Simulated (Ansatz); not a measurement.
Born–Oppenheimer molecular dynamics of a periodic cell of 24 atoms, K2S (host K2S, host structure Fm-3m). It starts from a structure without forces on its atoms.

All numbers below come from DFT PBE, scalar-relativistic, plane waves, PAW in Ansatz 0.2.0. Settings: cutoff 420 eV, k mesh 1x1x1, fermi-dirac smearing 0.05 eV, no spin polarisation.

* ensemble: NVT, Langevin thermostat
* time step: 2 fs
* steps asked: 280
* set temperature: 900 K
* friction: 0.005 /fs
* seed: 522472

Frames 2 fs apart, positions in Å, forces in eV/Å.

Velocities at 220.0 fs (Å/ps):

```
K 7.25 2.74 -3.66
K -0.12 -4.98 5.60
S -2.62 1.79 -2.08
K 4.97 1.64 -3.53
K -1.26 0.68 -5.75
S -4.51 -0.01 6.99
K 0.62 -2.14 3.22
K 2.00 -3.78 0.02
S -3.60 -5.63 5.05
K -3.52 -0.48 0.06
K -3.96 -0.43 -10.55
S 2.83 0.12 2.31
K -2.70 -6.03 -2.73
K -1.55 4.92 0.25
S -1.85 -0.12 -0.26
K 1.56 0.89 -1.22
K 3.42 -10.01 2.01
S -4.31 -0.71 2.52
K -2.75 -2.46 -1.77
K -4.96 -2.71 -2.08
S -2.56 4.76 4.64
K 0.19 -9.37 -1.58
K 3.02 -1.04 -3.25
S 3.84 -4.54 10.45
```

```xyz
24
Lattice="0.0000 7.4880 7.4880 7.4880 0.0000 7.4880 7.4880 7.4880 0.0000" Properties=species:S:1:pos:R:3:forces:R:3 time_fs=220.0 energy_less_start_eV=2.087 T=693
K 5.310 5.355 5.525 0.26 0.29 0.11
K 1.613 1.452 2.108 0.21 0.06 -0.07
S -0.399 0.081 0.026 1.03 -0.54 -0.86
K 9.367 8.895 5.918 -0.07 0.46 -0.20
K 5.767 5.715 2.068 -0.06 -0.17 -0.20
S 3.829 3.897 0.058 -0.26 -0.37 -0.06
K 9.524 5.548 9.256 0.11 -0.13 0.26
K 5.414 1.630 5.349 -0.12 0.14 0.27
S 3.560 -0.407 3.708 0.72 0.83 0.75
K 13.147 9.268 9.094 -0.82 0.93 0.71
K 9.079 5.184 5.716 0.10 0.47 -0.10
S 7.333 3.479 3.725 0.07 0.13 0.26
K 5.494 9.267 9.338 -0.33 0.22 -0.16
K 1.905 5.711 5.744 -0.29 -0.19 -0.05
S 0.109 3.367 3.869 0.02 0.59 -0.09
K 9.893 12.669 9.645 -0.82 -0.64 -0.40
K 5.400 9.350 5.562 0.24 0.02 0.04
S 3.695 7.693 3.619 -0.02 -0.68 0.44
K 9.127 9.409 13.303 0.15 -0.23 0.02
K 6.240 5.739 9.635 -0.71 -0.49 0.12
S 3.600 3.830 7.423 0.37 -0.68 -0.26
K 13.134 13.023 13.119 -0.12 -0.20 0.13
K 9.072 8.944 9.617 -0.10 0.60 -0.41
S 7.171 7.503 7.531 0.46 -0.40 -0.23
24
Lattice="0.0000 7.4880 7.4880 7.4880 0.0000 7.4880 7.4880 7.4880 0.0000" Properties=species:S:1:pos:R:3:forces:R:3 time_fs=222.0 energy_less_start_eV=2.073 T=682
K 5.323 5.359 5.518 0.21 0.26 0.14
K 1.613 1.442 2.120 0.19 0.07 -0.09
S -0.402 0.085 0.021 1.02 -0.55 -0.84
K 9.377 8.899 5.910 -0.10 0.44 -0.17
K 5.764 5.716 2.057 -0.06 -0.19 -0.19
S 3.820 3.897 0.073 -0.23 -0.40 -0.11
K 9.525 5.544 9.262 0.08 -0.13 0.26
K 5.418 1.623 5.349 -0.12 0.15 0.25
S 3.554 -0.416 3.719 0.73 0.86 0.76
K 13.139 9.267 9.093 -0.81 0.93 0.70
K 9.073 5.184 5.695 0.13 0.46 -0.04
S 7.339 3.480 3.730 0.04 0.11 0.21
K 5.490 9.255 9.332 -0.32 0.25 -0.13
K 1.902 5.721 5.744 -0.28 -0.20 -0.05
S 0.105 3.368 3.869 0.02 0.56 -0.08
K 9.896 12.672 9.642 -0.86 -0.64 -0.39
K 5.407 9.330 5.566 0.23 0.05 0.04
S 3.688 7.691 3.623 0.02 -0.68 0.45
K 9.122 9.402 13.299 0.16 -0.21 0.03
K 6.231 5.734 9.631 -0.71 -0.52 0.14
S 3.595 3.839 7.433 0.41 -0.69 -0.33
K 13.134 13.005 13.117 -0.12 -0.19 0.14
K 9.078 8.942 9.611 -0.11 0.62 -0.40
S 7.179 7.494 7.552 0.48 -0.36 -0.32
24
Lattice="0.0000 7.4880 7.4880 7.4880 0.0000 7.4880 7.4880 7.4880 0.0000" Properties=species:S:1:pos:R:3:forces:R:3 time_fs=224.0 energy_less_start_eV=2.056 T=726
K 5.337 5.362 5.511 0.17 0.23 0.16
K 1.613 1.433 2.130 0.17 0.09 -0.11
S -0.401 0.090 0.015 1.01 -0.55 -0.81
K 9.388 8.903 5.901 -0.12 0.43 -0.13
K 5.762 5.718 2.047 -0.06 -0.20 -0.18
S 3.811 3.896 0.088 -0.19 -0.43 -0.15
K 9.526 5.540 9.271 0.05 -0.12 0.26
K 5.423 1.617 5.351 -0.12 0.15 0.24
S 3.550 -0.423 3.731 0.74 0.87 0.75
K 13.131 9.268 9.092 -0.79 0.91 0.69
K 9.069 5.185 5.672 0.16 0.46 0.02
S 7.344 3.482 3.733 0.00 0.10 0.17
K 5.486 9.244 9.325 -0.32 0.27 -0.10
K 1.899 5.730 5.741 -0.27 -0.22 -0.04
S 0.099 3.371 3.868 0.02 0.53 -0.06
K 9.899 12.674 9.640 -0.88 -0.63 -0.36
K 5.415 9.309 5.570 0.22 0.07 0.05
S 3.681 7.691 3.626 0.06 -0.68 0.46
K 9.116 9.395 13.295 0.18 -0.18 0.05
K 6.222 5.729 9.626 -0.72 -0.55 0.17
S 3.592 3.847 7.443 0.45 -0.69 -0.40
K 13.134 12.988 13.115 -0.13 -0.18 0.15
K 9.083 8.939 9.605 -0.13 0.64 -0.40
S 7.189 7.482 7.573 0.49 -0.32 -0.41
24
Lattice="0.0000 7.4880 7.4880 7.4880 0.0000 7.4880 7.4880 7.4880 0.0000" Properties=species:S:1:pos:R:3:forces:R:3 time_fs=226.0 energy_less_start_eV=2.036 T=731
K 5.351 5.365 5.505 0.14 0.21 0.19
K 1.611 1.423 2.140 0.16 0.11 -0.12
S -0.398 0.095 0.010 0.98 -0.56 -0.78
K 9.398 8.911 5.890 -0.15 0.42 -0.09
K 5.759 5.717 2.037 -0.06 -0.20 -0.18
S 3.801 3.896 0.105 -0.15 -0.46 -0.20
K 9.528 5.535 9.281 0.01 -0.11 0.25
K 5.428 1.611 5.354 -0.12 0.16 0.22
S 3.547 -0.429 3.744 0.73 0.87 0.73
K 13.120 9.269 9.091 -0.76 0.89 0.68
K 9.066 5.187 5.649 0.19 0.45 0.08
S 7.350 3.484 3.738 -0.03 0.08 0.13
K 5.483 9.235 9.319 -0.31 0.29 -0.07
K 1.896 5.738 5.737 -0.25 -0.23 -0.03
S 0.092 3.374 3.867 0.03 0.50 -0.05
K 9.900 12.675 9.639 -0.89 -0.61 -0.34
K 5.424 9.288 5.574 0.20 0.09 0.06
S 3.672 7.691 3.627 0.10 -0.69 0.48
K 9.111 9.387 13.292 0.19 -0.16 0.05
K 6.213 5.724 9.620 -0.72 -0.58 0.20
S 3.589 3.854 7.454 0.47 -0.69 -0.47
K 13.135 12.970 13.115 -0.13 -0.17 0.16
K 9.089 8.935 9.598 -0.15 0.66 -0.40
S 7.198 7.469 7.593 0.51 -0.26 -0.50
24
Lattice="0.0000 7.4880 7.4880 7.4880 0.0000 7.4880 7.4880 7.4880 0.0000" Properties=species:S:1:pos:R:3:forces:R:3 time_fs=228.0 energy_less_start_eV=2.017 T=738
K 5.365 5.367 5.501 0.11 0.19 0.21
K 1.611 1.414 2.150 0.15 0.13 -0.14
S -0.393 0.100 0.006 0.94 -0.56 -0.74
K 9.408 8.918 5.881 -0.17 0.41 -0.06
K 5.755 5.714 2.026 -0.06 -0.20 -0.17
S 3.792 3.896 0.123 -0.11 -0.49 -0.25
K 9.530 5.530 9.292 -0.02 -0.11 0.25
K 5.433 1.607 5.356 -0.12 0.16 0.21
S 3.546 -0.436 3.757 0.73 0.87 0.71
K 13.108 9.272 9.091 -0.73 0.87 0.65
K 9.065 5.190 5.626 0.22 0.44 0.14
S 7.356 3.486 3.742 -0.06 0.06 0.09
K 5.480 9.227 9.312 -0.30 0.31 -0.04
K 1.894 5.747 5.731 -0.24 -0.24 -0.02
S 0.084 3.379 3.864 0.04 0.46 -0.03
K 9.899 12.677 9.638 -0.91 -0.59 -0.32
K 5.433 9.268 5.576 0.19 0.11 0.06
S 3.663 7.689 3.628 0.15 -0.70 0.50
K 9.107 9.380 13.290 0.20 -0.13 0.06
K 6.203 5.718 9.614 -0.73 -0.61 0.23
S 3.588 3.860 7.465 0.49 -0.69 -0.53
K 13.136 12.952 13.114 -0.14 -0.15 0.17
K 9.095 8.931 9.592 -0.16 0.69 -0.39
S 7.209 7.456 7.613 0.52 -0.21 -0.59
24
Lattice="0.0000 7.4880 7.4880 7.4880 0.0000 7.4880 7.4880 7.4880 0.0000" Properties=species:S:1:pos:R:3:forces:R:3 time_fs=230.0 energy_less_start_eV=1.995 T=749
K 5.379 5.371 5.496 0.08 0.16 0.23
K 1.613 1.405 2.160 0.13 0.15 -0.15
S -0.389 0.104 0.001 0.91 -0.56 -0.70
K 9.419 8.927 5.870 -0.19 0.39 -0.02
K 5.752 5.711 2.015 -0.05 -0.20 -0.16
S 3.783 3.895 0.141 -0.06 -0.52 -0.30
K 9.533 5.526 9.302 -0.06 -0.09 0.24
K 5.439 1.604 5.358 -0.11 0.16 0.20
S 3.548 -0.443 3.769 0.72 0.87 0.69
K 13.095 9.274 9.091 -0.69 0.83 0.63
K 9.064 5.193 5.604 0.25 0.44 0.21
S 7.362 3.487 3.747 -0.10 0.05 0.05
K 5.476 9.220 9.306 -0.29 0.32 -0.02
K 1.892 5.753 5.726 -0.23 -0.25 0.00
S 0.076 3.385 3.860 0.05 0.42 -0.01
K 9.897 12.678 9.637 -0.92 -0.56 -0.30
K 5.442 9.248 5.577 0.18 0.13 0.07
S 3.655 7.686 3.630 0.20 -0.69 0.52
K 9.103 9.373 13.290 0.22 -0.11 0.07
K 6.191 5.710 9.607 -0.73 -0.64 0.25
S 3.588 3.865 7.476 0.51 -0.69 -0.59
K 13.138 12.935 13.114 -0.14 -0.14 0.18
K 9.100 8.929 9.586 -0.18 0.70 -0.39
S 7.220 7.443 7.632 0.52 -0.15 -0.68
24
Lattice="0.0000 7.4880 7.4880 7.4880 0.0000 7.4880 7.4880 7.4880 0.0000" Properties=species:S:1:pos:R:3:forces:R:3 time_fs=232.0 energy_less_start_eV=1.969 T=779
K 5.394 5.377 5.491 0.04 0.14 0.25
K 1.617 1.397 2.170 0.11 0.17 -0.17
S -0.382 0.107 -0.004 0.86 -0.55 -0.64
K 9.429 8.937 5.857 -0.21 0.38 0.01
K 5.748 5.708 2.004 -0.05 -0.20 -0.15
S 3.772 3.894 0.160 -0.02 -0.55 -0.35
K 9.537 5.523 9.312 -0.11 -0.08 0.24
K 5.447 1.601 5.357 -0.11 0.16 0.20
S 3.551 -0.449 3.783 0.70 0.85 0.65
K 13.081 9.277 9.092 -0.64 0.79 0.59
K 9.064 5.199 5.582 0.27 0.43 0.27
S 7.366 3.489 3.750 -0.12 0.04 0.01
K 5.471 9.214 9.299 -0.27 0.32 0.00
K 1.889 5.758 5.720 -0.21 -0.26 0.01
S 0.069 3.390 3.856 0.05 0.38 0.01
K 9.894 12.678 9.636 -0.92 -0.52 -0.27
K 5.451 9.230 5.577 0.17 0.14 0.07
S 3.646 7.682 3.630 0.24 -0.69 0.54
K 9.098 9.368 13.289 0.23 -0.09 0.07
K 6.178 5.700 9.599 -0.74 -0.66 0.27
S 3.588 3.869 7.486 0.53 -0.69 -0.64
K 13.139 12.918 13.113 -0.15 -0.12 0.19
K 9.103 8.928 9.581 -0.19 0.71 -0.38
S 7.232 7.430 7.652 0.52 -0.10 -0.76
24
Lattice="0.0000 7.4880 7.4880 7.4880 0.0000 7.4880 7.4880 7.4880 0.0000" Properties=species:S:1:pos:R:3:forces:R:3 time_fs=234.0 energy_less_start_eV=1.946 T=826
K 5.411 5.383 5.487 0.01 0.12 0.27
K 1.620 1.389 2.181 0.09 0.18 -0.19
S -0.375 0.110 -0.010 0.82 -0.54 -0.59
K 9.439 8.947 5.845 -0.22 0.37 0.05
K 5.744 5.704 1.992 -0.04 -0.19 -0.15
S 3.761 3.891 0.179 0.03 -0.58 -0.41
K 9.541 5.520 9.321 -0.16 -0.06 0.25
K 5.455 1.597 5.356 -0.11 0.15 0.19
S 3.553 -0.453 3.797 0.68 0.83 0.60
K 13.066 9.281 9.094 -0.58 0.74 0.55
K 9.066 5.205 5.561 0.28 0.42 0.32
S 7.370 3.491 3.753 -0.14 0.03 -0.02
K 5.467 9.208 9.294 -0.25 0.32 0.01
K 1.886 5.761 5.714 -0.20 -0.27 0.02
S 0.061 3.395 3.851 0.06 0.34 0.03
K 9.892 12.679 9.634 -0.93 -0.47 -0.22
K 5.459 9.214 5.575 0.16 0.15 0.08
S 3.637 7.679 3.628 0.29 -0.69 0.57
K 9.092 9.363 13.288 0.24 -0.07 0.08
K 6.163 5.689 9.591 -0.73 -0.68 0.29
S 3.587 3.872 7.497 0.55 -0.68 -0.70
K 13.139 12.898 13.114 -0.15 -0.10 0.20
K 9.107 8.928 9.576 -0.20 0.72 -0.39
S 7.245 7.415 7.671 0.51 -0.05 -0.83
24
Lattice="0.0000 7.4880 7.4880 7.4880 0.0000 7.4880 7.4880 7.4880 0.0000" Properties=species:S:1:pos:R:3:forces:R:3 time_fs=236.0 energy_less_start_eV=1.929 T=827
K 5.429 5.389 5.483 -0.02 0.10 0.29
K 1.623 1.381 2.191 0.07 0.20 -0.22
S -0.368 0.111 -0.017 0.77 -0.53 -0.52
K 9.448 8.956 5.833 -0.24 0.36 0.09
K 5.740 5.699 1.981 -0.04 -0.18 -0.14
S 3.748 3.887 0.199 0.08 -0.62 -0.47
K 9.545 5.516 9.329 -0.21 -0.04 0.26
K 5.462 1.593 5.353 -0.11 0.15 0.19
S 3.556 -0.454 3.812 0.66 0.79 0.55
K 13.052 9.286 9.095 -0.53 0.69 0.51
K 9.069 5.213 5.539 0.30 0.40 0.38
S 7.373 3.494 3.756 -0.16 0.03 -0.05
K 5.462 9.202 9.288 -0.24 0.32 0.03
K 1.882 5.763 5.709 -0.19 -0.27 0.02
S 0.053 3.400 3.847 0.07 0.30 0.04
K 9.889 12.679 9.631 -0.93 -0.42 -0.18
K 5.467 9.199 5.573 0.15 0.15 0.08
S 3.629 7.675 3.626 0.34 -0.68 0.60
K 9.086 9.359 13.288 0.26 -0.05 0.08
K 6.148 5.678 9.582 -0.73 -0.69 0.30
S 3.585 3.873 7.509 0.58 -0.67 -0.76
K 13.137 12.877 13.115 -0.15 -0.07 0.20
K 9.112 8.930 9.574 -0.22 0.73 -0.39
S 7.261 7.401 7.688 0.49 0.00 -0.89
```

Of the whole run (560 fs, mean temperature of the second half 866 K): A run of 0.56 ps of so small a system gives no equilibrium averages. Limits of this set-up: coarse k mesh.

Time of the run: 16 min on 2 threads of Arm Neoverse V1 (shared host), peak memory 0.77 GiB.
